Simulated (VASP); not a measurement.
Crystal: KBr.

```
Br K
1.0
     0.00000    3.30000    3.30000
     3.30000    0.00000    3.30000
     3.30000    3.30000    0.00000
Br K
1 1
Cartesian
  3.3000 3.3000 3.3000
  0.0000 0.0000 0.0000
```

| Property | Result |
| --- | --- |
| Program | VASP 6.6.1 |
| Task | relaxation of cell and atoms |
| Functional | RPBE |
| Dispersion | D3 |
| Potentials or basis | VASP PAW PBE potentials, release 64 (Br, K_sv) |
| Cutoff | 600 eV |
| k mesh | 7 × 7 × 7 |
| Occupations | gaussian, width 0.05 eV |
| Spin | no spin polarisation |

At the start: pressure 1.8 GPa; volume 35.94 Å³/atom.

Task: How do energy, volume and symmetry change on relaxing?

Result: Over 4 steps the energy falls by 18.6 meV/atom and the volume is 39.62 Å³/atom (+10.2 %); space group Fm-3m (No. 225, to 0.05 Å).

The path:
| step | energy change (eV) | largest force (eV/Å) | pressure (GPa) | volume (Å³) |
| --- | --- | --- | --- | --- |
| 1 | 0.0000 | 0.0000 | 1.75 | 71.87 |
| 2 | -0.0309 | 0.0000 | 0.66 | 76.05 |
| 3 | -0.0371 | 0.0000 | -0.09 | 79.70 |
| 4 | -0.0372 | 0.0000 | 0.00 | 79.24 |

Final structure:
```cif
data_structure
_symmetry_space_group_name_H-M 'P 1'
_symmetry_Int_Tables_number 1
_cell_length_a 4.8211
_cell_length_b 4.8211
_cell_length_c 4.8211
_cell_angle_alpha 60.000
_cell_angle_beta 60.000
_cell_angle_gamma 60.000
_cell_volume 79.24
loop_
_atom_site_label
_atom_site_type_symbol
_atom_site_fract_x
_atom_site_fract_y
_atom_site_fract_z
_atom_site_occupancy
Br1 Br 0.50000 0.50000 0.50000 1
K1 K 0.00000 0.00000 0.00000 1
```

Caveat: the PAW data sets were made with another functional, which shifts forces and pressure a little; the volume moved by +10 % from the deposited cell, more than functionals usually miss.
